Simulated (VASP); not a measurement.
Here is a VASP 6.6.1 calculation.

File POSCAR:

```
Te
1.0
    4.4123752000      0.0000000000      0.0000000000
   -2.2061876000      3.8212290000      0.0000000000
    0.0000000000      0.0000000000      5.9614191000
Te
3
Direct
    0.2774719000      0.0000000000      0.3333334000
    0.0000001000      0.2774720000      0.6666666000
    0.7225279000      0.7225280000      0.0000000000
```

INCAR.step1

```
PREC = Accurate
ENCUT = 300
EDIFF = 1E-5
ISMEAR = 0
SIGMA = 0.01
LREAL = False
LASPH = True
NELM = 60
ALGO = Normal
ISIF = 2
LWAVE = True
MAGMOM = 0 0 0 0 0 0 0 0 0
LORBIT = 11
LSORBIT = True
GGA_COMPAT = False
GGA = PE
```

The input INCAR.step2:

```
PREC = Accurate
ENCUT = 300
EDIFF = 1E-6
ISMEAR = 0
SIGMA = 0.01
LREAL = False
LASPH = True
NELM = 60
ALGO = Normal
ISIF = 2
LWAVE = False
LCHARG = True
MAGMOM = 0 0 0 0 0 0 0 0 0
LORBIT = 11
LSORBIT = True
GGA_COMPAT = False
GGA = PE
LHFCALC = True
HFSCREEN = 0.2
PRECFOCK = Normal
LVHAR = True
ISTART = 1
```

KPOINTS

```
regular mesh
0
Gamma
  3 3 2
```

Potentials or basis: VASP PAW PBE potentials, release 64 (Te).

The run is started by

```console
$ cat potpaw_PBE.64/Te/POTCAR > POTCAR
$ cp INCAR.step1 INCAR
$ mpirun -np 1 vasp_ncl > vasp.out
$ cp INCAR.step2 INCAR
$ mpirun -np 1 vasp_ncl > vasp.out
```

(1) Estimate the net moment.

(2) Estimate the largest force.

(3) Estimate the pressure.

Answers

(1) 0.00 μB per cell.

(2) 0.693 eV/Å.

(3) -0.5 GPa.

Caveat: the k mesh is coarse (spacing up to 0.55 Å⁻¹), so the values aren't converged, least of all with exact exchange; the PAW data sets were made with another functional, which shifts forces and pressure a little.
